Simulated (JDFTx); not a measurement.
Crystal: Sb.

```
CELL_PARAMETERS angstrom
3.16000 0.00000 0.00000
0.00000 3.16000 0.00000
0.00000 0.00000 3.16000
ATOMIC_POSITIONS crystal
Sb 0.00000 0.00000 0.00000
```

This isn't the form of Sb at room conditions, which is rhombohedral.

| Property | Result |
| --- | --- |
| Program | JDFTx 1.7.0 (patched build) |
| Task | single point |
| Functional | PBE |
| Potentials or basis | PseudoDojo-SR-PBE-0.5-standard |
| Cutoff | 1088 eV |
| Density cutoff | 4354 eV |
| k mesh | 8 × 8 × 8 |
| Occupations | fermi-dirac, width 0.05 eV |
| Spin | no spin polarisation |

On this cell: pressure -2.3 GPa; band gap on the k mesh none (metal or under the smearing width).

The same run follows on a disturbed copy (cell strained at random at fixed volume):

```
Sb
1.0
     3.18307   -0.00916   -0.07927
    -0.00916    3.13721   -0.05653
    -0.07927   -0.05653    3.16292
Sb
1
Cartesian
  0.0128 0.0108 -0.0692
```

Question: What does the disturbed cell give?

Answer: The energy (extrapolated to zero smearing) moves by +1.5 meV/atom; pressure -2.4 GPa; band gap on the k mesh none (metal or under the smearing width).

Stress tensor (GPa, compression positive):
```
-3.15 -0.11  0.51
-0.11 -1.37  0.09
 0.51  0.09 -2.65
```

Caveats: the empty levels aren't tightly converged.
